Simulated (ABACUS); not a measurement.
The system is CsPbBr3.

```
Pb Cs Br
1.0
     5.87000    0.00000    0.00000
     0.00000    5.87000    0.00000
     0.00000    0.00000    5.87000
Pb Cs Br
1 1 3
Direct
  0.50000 0.50000 0.50000
  0.00000 0.00000 0.00000
  0.50000 0.50000 0.00000
  0.50000 0.00000 0.50000
  0.00000 0.50000 0.50000
```

Measurements of this composition are mostly on another form, of space group No. 62.

```yaml
Program: ABACUS 3.10.1
Task: single point
Functional: PBEsol
Potentials_or_basis: PseudoDojo NC SR 0.4.1 PBEsol standard
Cutoff: 857 eV
Density_cutoff: 3429 eV
Basis: plane waves
k_mesh: 5 × 5 × 5
Occupations: fermi-dirac, width 0.05 eV
Spin: no spin polarisation
```

On this cell: pressure 0.0 GPa; largest force zero by symmetry; band gap on the k mesh 2.58 eV, direct.

The same run follows on a disturbed copy (atoms moved at random, drawn with an rms of 0.05 Å):

```
Pb Cs Br
1.0
     5.87000    0.00000    0.00000
     0.00000    5.87000    0.00000
     0.00000    0.00000    5.87000
Pb Cs Br
1 1 3
Cartesian
  2.9140 2.8968 2.9329
  -0.0197 -0.0057 -0.0330
  2.9731 2.9872 -0.0671
  2.9588 0.0182 2.9586
  0.0363 2.8839 2.9004
```

What changes?

The energy moves by +2.5 meV/atom; pressure 0.1 GPa; largest force 0.228 eV/Å; band gap on the k mesh 2.52 eV, direct.

Forces in eV/Å, atoms in the order of the input:
```
Pb   0.129  0.127 -0.139
Cs  -0.007 -0.004 -0.006
Br   0.002 -0.003  0.165
Br   0.003 -0.127 -0.013
Br  -0.127  0.006 -0.008
```

Caveats: spin-orbit coupling is left out, which as a rule narrows the gap of such compounds by several tenths of an eV; an odd mesh through Γ misses points on the zone boundary, where band edges often lie.
